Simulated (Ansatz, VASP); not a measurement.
# TiO2: VASP beside Ansatz

```
Ti O
1.0
     4.59984    0.00000    0.00000
     0.00000    4.59984    0.00000
     0.00000    0.00000    2.95921
Ti O
2 4
Direct
  0.00000 0.00000 0.50000
  0.50000 0.50000 0.00000
  0.30432 0.30432 0.50000
  0.19568 0.80432 0.00000
  0.80432 0.19568 0.00000
  0.69568 0.69568 0.50000
```

The cell is a database's computed one.

Alike in both runs: task single point; functional PBE; k mesh 6 × 6 × 9; occupations gaussian, width 0.014 eV; no spin polarisation.

```csv
,VASP,Ansatz
version,VASP 6.6.1,Ansatz 0.2.0
potentials or method,"VASP PAW PBE potentials, release 64 (Ti_sv, O)",Ansatz PAW
plane-wave cutoff (eV),520,420
valence electrons in the cell,48,48
```

Ansatz gave:

```
gap on the k mesh at the Fermi level (eV)       : 1.87
least direct gap on the mesh (eV)               : 1.87
pressure (GPa)                                  : 4.2
largest component of the traceless stress (GPa) : 0.55
rms of the force components (eV/Å)              : 0.002
```

Task: What did VASP give for the same quantities?

Result: gap on the k mesh at the Fermi level (eV): 1.84; least direct gap on the mesh (eV): 1.84; pressure (GPa): 4.9; largest component of the traceless stress (GPa): 0.35; rms of the force components (eV/Å): 0.010.

Atom by atom the forces differ by 0.012 eV/Å (rms over components).

Caveats: an odd mesh through Γ misses points on the zone boundary, where band edges often lie (VASP); odd divisions of the mesh miss points on the zone boundary, where band edges often lie, so the gap on the mesh can be too wide (Ansatz); the pressure holds a Pulay correction of +0.7 GPa for the finite cutoff (Ansatz).
